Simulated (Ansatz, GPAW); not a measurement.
# A Ag chain with one P atom in line: relaxation, then transmission at several levels, part 2 of 4

How well does a Ag chain with one P atom in line conduct once its atoms have relaxed, and how much do cheaper levels lose?

GPAW 26.7.0 and Ansatz 0.2.0; Ansatz plane waves; relaxation of the junction with the lead ends held; PAW set soft_1 (the session's first sound run).

So far. Step 2 (Relaxation): The relaxation lowered the energy of the cell by 0.265 eV.

### 3. Plane-wave reference (PBE)

A plane-wave run comes first: its basis does not favour the atoms, so it serves as the reference for the orbital bases.

This step: Ansatz plane waves; Landauer transmission by layers, zero bias; PAW set soft_1 (Ansatz 0.2.0).

File input.yaml:

```yaml
crystal:
  lattice:
    - [9.0, 0.0, 0.0]
    - [0.0, 9.0, 0.0]
    - [0.0, 0.0, 39.2332]
  atoms:
    - { symbol: Ag, position: [0.5, 0.5, 0.0338998603] }
    - { symbol: Ag, position: [0.5, 0.5, 0.101699581] }
    - { symbol: Ag, position: [0.5, 0.5, 0.1694993016] }
    - { symbol: Ag, position: [0.5, 0.5, 0.2372990223] }
    - { symbol: Ag, position: [0.5, 0.5, 0.3050987429] }
    - { symbol: Ag, position: [0.4876548753, 0.517109196, 0.3760627476] }
    - { symbol: Ag, position: [0.5090054965, 0.4837527339, 0.4502049821] }
    - { symbol: P, position: [0.4240822562, 0.6017951152, 0.5002498319] }
    - { symbol: Ag, position: [0.5091859609, 0.4830341205, 0.5501834188] }
    - { symbol: Ag, position: [0.4870693982, 0.5176659309, 0.6239695453] }
    - { symbol: Ag, position: [0.5, 0.5, 0.6949012571] }
    - { symbol: Ag, position: [0.5, 0.5, 0.7627009777] }
    - { symbol: Ag, position: [0.5, 0.5, 0.8305006984] }
    - { symbol: Ag, position: [0.5, 0.5, 0.898300419] }
    - { symbol: Ag, position: [0.5, 0.5, 0.9661001397] }
kpoints:
  mp_grid: { grid: [1, 1, 2] }
hamiltonian:
  xc: pbe
  pseudopotentials: { kind: paw, azcp: { folder: soft_1 } }
scf:
  occupations: { method: fermi_dirac, width: 0.1 }
output:
  transmission:
    leads: [[0, 1]]
    e_range: [-2, 2]
    de: 0.025
    kmesh: [1, 1]
    reduced_basis: true
  write_potential: true
  write_density: true
  volumetric_format: npy
  elf: true
```

The run is started by

```sh
> ansatz run input.yaml --threads 4 --pin off --max-ram 8192MiB --backend cpu --events-out ev --progress --plain --runs-dir out
```

Numbers of over 12 decimals in the logs are rounded to 6 here.

The program printed:

```text
[...]
Crystal: 15 atoms, lattice volume = 3177.889 Å³
Basis set: ecut = 420 eV, 61999 PW (Γ)
Bands: 163, of which v1, the nominal top of the filled ones, is band 136 counted from 1 (135 counted from 0)
Symmetry: 1 space group operations
[...]
k-points: 2
[...]
SCF iter   1: F=—  HF=-107004.733088 eV  |F-HF|=—  |Δ(HF+E_count)|=         —  Δρ=9.84e-3  dr2=1.39e1  ethr=3.10e-3  ⟨swp⟩=9.5  Hψ=1494  notcnv=0  defer=1
[...]
SCF iter  13: F=-107003.438666 eV  HF=-107003.438666 eV  |F-HF|=1.63e-8  |Δ(HF+E_count)|=   4.39e-8  Δρ=7.62e-7  dr2=3.28e-8  ethr=3.69e-11  ⟨swp⟩=15.0  Hψ=1284  notcnv=0
SCF 1 converged in 13 iterations: F = -107003.438666 eV  dr2 = 3.28e-8
[...]
transmission: 49 of 294 steps passed
transmission: 98 of 294 steps passed
[...]
transmission: 294 of 294 steps passed
WARN: The output density's exchange-correlation potential varies sharply where the density is thin. Do not read a vacuum level from v_tot or v_xc, or from such a field of the output density. On a cell that repeats whose density bears no net charge and no dipole along the vacuum's axis use v_es (v_loc + v_h of the components); under efield.dipole_correction with no amplitude use v_es + v_field, which holds any externa [...]
SCF converged after 13 iterations
Free energy (F): -107003.438666 eV
[...]
Internal energy: -107003.088483 eV  (E = F + TS)
E sigma→0 (E₀):  -107003.263574 eV
Entropy (-TS):   -0.350183 eV (-23.346 meV/atom)
Fermi energy:    -3.340097 eV
[...]
--- Band table (eV) ---
  k-point 0: bands = [... 132 lower, -3.9970, -3.7610, -3.4694, -3.3105, -3.2871, -2.7180, -2.4357, -1.7068, ... 23 higher]
  k-point 1: bands = [... 132 lower, -3.9036, -3.7593, -3.5624, -3.3104, -3.1320, -2.9057, -2.2307, -1.9046, ... 23 higher]
--- Transmission ---
  basis      : 717 plane waves across, 49 finite elements along
  points     : 1, standing for a mesh of 1 x 1
  filling    : by the input's occupations and mesh, since the crystals that have channels conduct as metals do. If one of these is a semiconductor, that mesh has misplaced its level
  energies   : 161 from -2.000000 to 2.000000 eV about the Fermi level, 0.025000 eV apart; the leads are filled to 0.000000 eV, and channels, transmission and decay are at 0.000000 eV
  crystal 0  : Ag1, at the sites [0, 1], period 2.6600 Å, over 26.60 Å; its Hamiltonian steps by up to 1.6 meV
    offset         : up to 0.0000 Å between an atom of the period and one for which it stands
    filled         : 13.2 meV over the level at which it is neutral
    channels       : 1.000000e0 a spin
    conductance    : 9.5655e13 S/m² at 300 K; may be off by some 0.0 % by where its bands' edges are placed, 0.0 % from the distance to neutral
  junction   : crystal 0 to crystal 0, 0.70 to 37.27 Å
    transmission   : 3.899075e-1 a spin
    error estimate : 2.550930e-5 a spin from the reduction of the transverse basis, at the most 2.579765e-4 at -0.825000 eV
    conductance    : 3.6957e13 S/m² at 300 K (3.6921e13 on every other energy)
    error estimate : 0.1 % from the energy spacing and 0.0 % from band edges of the leads and from resonances (wavevectors taken as independent; lower de), 0.0 % from the reduction of the transverse basis, 0.3 % from the steps of its leads' Hamiltonians or their offsets (lay more layers), 1.3 % from the distance to neutral
    resistance     : 1.6604e-2 Ω µm² beyond half of each lead's own
```

The job ended after 1.9 min (4 threads of AMD EPYC 7R43, shared host; peak memory 4.6 GiB).

This step gave:

```
free energy                                             : -107003.4387 eV
lead level                                              : 0 eV from the Fermi level
transmission at the Fermi level (one spin)              : 0.3899
open channels of the lead at the Fermi level (one spin) : 1
step of the potential along the lead                    : 1.6 meV
offset of the lead                                      : 0 Å
filling of the lead less its bulk value, in size        : 13.2 meV
conductance                                             : 0.3864 G₀
```

One spin. Transmission, zone mean against energy, zero at the Fermi level:

```tsv
energy (eV)	transmission, zone mean
-2.000	0.00159
-1.800	1.8e-4
-1.600	0
-1.400	0
-1.200	0
-1.000	0.200
-0.800	0.831
-0.725	0.998
-0.600	0.595
-0.400	0.00637
-0.200	0.239
0.000	0.390
0.150	0.412
0.200	0.410
0.400	0.391
0.600	0.373
0.800	0.362
1.000	0.350
1.200	0.335
1.400	0.313
1.600	0.282
1.800	0.239
2.000	0.182
```

One spin. Open channels, zone mean against energy, zero at the Fermi level:

```tsv
energy (eV)	open channels, zone mean
-2.000	3
-1.800	1
-1.600	0
-1.400	0
-1.200	0
-1.000	1
-0.800	1
-0.600	1
-0.400	1
-0.200	1
0.000	1
0.200	1
0.400	1
0.600	1
0.800	1
1.000	1
1.200	1
1.400	1
1.600	1
1.800	1
2.000	1
```

Crystal 0, spin -, k parallel (0, 0); distinct values, listed up to 1.5 1/Å. The Im kz of the slowest decaying states by energy, zero at the Fermi level:

```tsv
energy (eV)	decay 1 (Å⁻¹)	decay 2 (Å⁻¹)	decay 3 (Å⁻¹)	decay 4 (Å⁻¹)
-2.000	0.584	0.773	1.34	1.35
-1.800	0.192	0.513	0.869	0.869
-1.600	0.195	0.281	0.431	0.943
-1.400	0.295	0.330	0.339	0.339
-1.200	0.185	0.369	0.383	1.05
-1.000	0.416	0.430	1.09	1.09
-0.800	0.443	0.484	1.13	1.13
-0.600	0.463	0.531	1.16	1.16
-0.400	0.479	0.573	1.16	1.19
-0.200	0.491	0.612	1.14	1.19
0.000	0.500	0.646	1.12	1.17
0.200	0.505	0.677	1.09	1.15
0.400	0.507	0.706	1.07	1.13
0.600	0.506	0.731	1.04	1.11
0.800	0.502	0.755	1.01	1.10
1.000	0.495	0.776	0.987	1.08
1.200	0.484	0.796	0.959	1.06
1.400	0.471	0.814	0.930	1.04
1.600	0.454	0.830	0.900	1.03
1.800	0.433	0.845	0.869	1.01
2.000	0.408	0.837	0.859	0.979
```

Crystal 0, spin -, k parallel (0, 0). The Re kz of states that move upwards by energy, zero at the Fermi level:

```tsv
energy (eV)	channel 1 (Å⁻¹)	channel 2 (Å⁻¹)	channel 3 (Å⁻¹)
-2.000	-0.107	-0.107	0.939
-1.800	1.08	-	-
-1.600	-	-	-
-1.400	-	-	-
-1.200	-	-	-
-1.000	0.194	-	-
-0.800	0.327	-	-
-0.600	0.416	-	-
-0.400	0.486	-	-
-0.200	0.544	-	-
0.000	0.594	-	-
0.200	0.638	-	-
0.400	0.678	-	-
0.600	0.715	-	-
0.800	0.748	-	-
1.000	0.780	-	-
1.200	0.810	-	-
1.400	0.838	-	-
1.600	0.865	-	-
1.800	0.891	-	-
2.000	0.916	-	-
```

The electrostatic potential energy of an electron (with the applied field's), less the Fermi level, planar mean oscillates, so the rows of the table below give means over windows of 2.62 Å about each position, cut where the curve ends. Its maxima inside the range that stand out by 2 % of the span (Å: eV): 2.6: 4.84, 5.4: 4.82, 8.0: 4.84, 10.6: 4.81, 13.4: 4.86, 16.1: 4.79, 18.7: 4.55, 20.5: 4.54, 23.1: 4.78, 25.9: 4.86, 28.6: 4.81, 31.2: 4.84, 33.9: 4.82, 36.6: 4.84. Its first 14 minima: 1.3: 3.77, 4.1: 3.77, 6.5: 3.76, 9.4: 3.76, 11.9: 3.75, 14.8: 3.71, 17.4: 3.72, 19.6: 3.55, 21.8: 3.72, 24.4: 3.71, 27.3: 3.75, 29.8: 3.76, 32.7: 3.76, 35.2: 3.77.

The electrostatic potential energy of an electron (with the applied field's), less the Fermi level, planar mean by z; means over each step:

```tsv
z (Å)	electrostatic potential energy of an electron (with the applied field's), less the Fermi level, planar mean (eV)
1.31	4.24
3.93	4.24
6.55	4.24
9.17	4.24
11.79	4.22
14.41	4.21
17.03	4.23
19.65	4.12
22.27	4.23
24.89	4.22
27.51	4.22
30.13	4.24
32.75	4.24
35.37	4.24
37.99	4.19
```

The valence density, planar mean oscillates, so the rows of the table below give means over windows of 2.76 Å about each position, cut where the curve ends. Its first 14 maxima inside the range that stand out by 2 % of the span (Å: e/Å³): 1.3: 0.238, 3.9: 0.235, 6.7: 0.238, 9.3: 0.239, 11.9: 0.236, 14.8: 0.235, 17.7: 0.236, 19.9: 0.0344, 21.7: 0.235, 24.4: 0.235, 27.3: 0.236, 29.9: 0.239, 32.5: 0.238, 35.3: 0.235. Its minima: 2.6: 0.0113, 5.4: 0.0113, 8.0: 0.0113, 10.6: 0.0112, 13.4: 0.00976, 16.3: 0.00777, 18.7: 0.0288, 20.5: 0.0290, 23.0: 0.00794, 25.9: 0.00978, 28.6: 0.0112, 31.2: 0.0113, 33.9: 0.0113, 36.6: 0.0113.

Table of valence density, planar mean by z; means over each step:

```tsv
z (Å)	valence density, planar mean (e/Å³)
1.38	0.0854
4.14	0.0854
6.90	0.0855
9.66	0.0856
12.42	0.0849
15.18	0.0842
17.94	0.0912
20.70	0.0902
23.46	0.0787
26.22	0.0838
28.98	0.0900
31.74	0.0887
34.50	0.0876
37.26	0.0868
```

Electrostatic potential energy in the ca plane at fractional y = 0.500, with atoms of Ag within 0.2 Å of it. With pseudopotentials it is smooth inside the atoms' cores, unlike the true potential.

Ten even steps from '0' (-29 eV) to '9' (2 eV), each cell a mean:
```
99999999999999999999999999999999999999999999
99999999999999999999999999999999999999999999
99999999999999999999999999999999999999999999
99999999999999999999999999999999999999999999
99999999999999999999999999999999999999999999
99999999999999999999999999999999999999999999
99999999999999999999999999999999999999999999
99999999999999999999999999999999999999999999
99888899999889999887789999999877899999889999
98522479986457898731148999997311489986457898
86101048861002688401105899983010068851003787
74036027730320487204304888871052058720410586
85023037730420488401105766773010068720420586
87300168851002688731147754676211488840002788
99765789986446899987788865788877899985347899
99999999999889999999999887899999999998889999
99999999999999999999999999999999999999999999
99999999999999999999999999999999999999999999
99999999999999999999999999999999999999999999
99999999999999999999999999999999999999999999
99999999999999999999999999999999999999999999
99999999999999999999999999999999999999999999
99999999999999999999999999999999999999999999
99999999999999999999999999999999999999999999
```
Columns run along c (16.0 Å, from fractional 0.27 to 0.68 of the cell; values clipped at the 3rd and 97th percentile), rows up along a (9.0 Å). Atoms in or near the plane, at fractional coordinates: Ag at (0.31, 0.50), Ag at (0.38, 0.49), Ag at (0.45, 0.51), Ag at (0.55, 0.51), Ag at (0.62, 0.49).

ELF in the ca plane at fractional y = 0.500, with atoms of Ag within 0.2 Å of it. It is the smooth field of the valence electrons, not physical close to the nuclei.

Ten even steps from '0' (0.00) to '9' (0.76), each cell a mean:
```
00000000000000000000000000000000000000000000
00000000000000000000000000000000000000000000
00000000000000000000000000000000000000000000
00000000000000000000000000000000000000000000
00000000000000000000000000000000000000000000
00111111111111000001111000001111000001111111
11111111111111100111221100011211100111111111
11222221222222111112222111122222111112222211
12223222222222211123332222222333211122222222
22345422223443211245542233323455311223433222
23567632235664321367753356534677521235664222
23689742246886322469963488734798632246875322
23578642246986322467753699953677532246985322
22456532235665212345534899973455422235664222
22233322223443212233335899974333321123443222
11222222222222111222235788864322211122222222
11122211122221111112223566643222111111222111
01111111111111100011112344421111100011111111
00011100011110000000000122210000000001111100
00000000000000000000000011000000000000000000
00000000000000000000000000000000000000000000
00000000000000000000000000000000000000000000
00000000000000000000000000000000000000000000
00000000000000000000000000000000000000000000
```
Columns run along c (16.0 Å, from fractional 0.27 to 0.68 of the cell), rows up along a (9.0 Å). Atoms in or near the plane, at fractional coordinates: Ag at (0.31, 0.50), Ag at (0.38, 0.49), Ag at (0.45, 0.51), Ag at (0.55, 0.51), Ag at (0.62, 0.49).

Valence density in the ca plane at fractional y = 0.500, with atoms of Ag within 0.2 Å of it. It is the smooth field of the valence electrons, not physical close to the nuclei.

Ten steps, logarithmic in the rise over the least value, from '0' (0 e/Å³) to '9' (18 e/Å³), each cell a mean:
```
00000000000000000000000000000000000000000000
00000000000000000000000000000000000000000000
00000000000000000000000000000000000000000000
00000000000000000000000000000000000000000000
00000000000000000000000000000000000000000000
00000000000000000000000000000000000000000000
00000000000000000000000000000000000000000000
00000000000000000000000000000000000000000000
00111100000110000012210000001122100001110000
11345321112332100245531100012455310012332101
12588631135775211378863111114788521136764212
23799842247997311489973211225899631258996312
23699742247997311378863222224788621258996312
12466521135775211245542222222455311136774211
01123210012432100112211122211222100013432100
00000000001110000000001111110000000001110000
00000000000000000000000000000000000000000000
00000000000000000000000000000000000000000000
00000000000000000000000000000000000000000000
00000000000000000000000000000000000000000000
00000000000000000000000000000000000000000000
00000000000000000000000000000000000000000000
00000000000000000000000000000000000000000000
00000000000000000000000000000000000000000000
```
Columns run along c (16.0 Å, from fractional 0.27 to 0.68 of the cell), rows up along a (9.0 Å). Atoms in or near the plane, at fractional coordinates: Ag at (0.31, 0.50), Ag at (0.38, 0.49), Ag at (0.45, 0.51), Ag at (0.55, 0.51), Ag at (0.62, 0.49).

T at the Fermi level is 0.390 of 1 open channels a spin.

(Part 2 of 4 ends here.)

[Logs are printed without paths, hosts, clocks, repeated set-up lines and the standing remarks that a program may print on its own settings, such as how far it seeks lower states.]

[Hosts, paths, dates, database ids (printed as entryN), source tags and the programs' standing remarks are cut or masked in the printed files.]
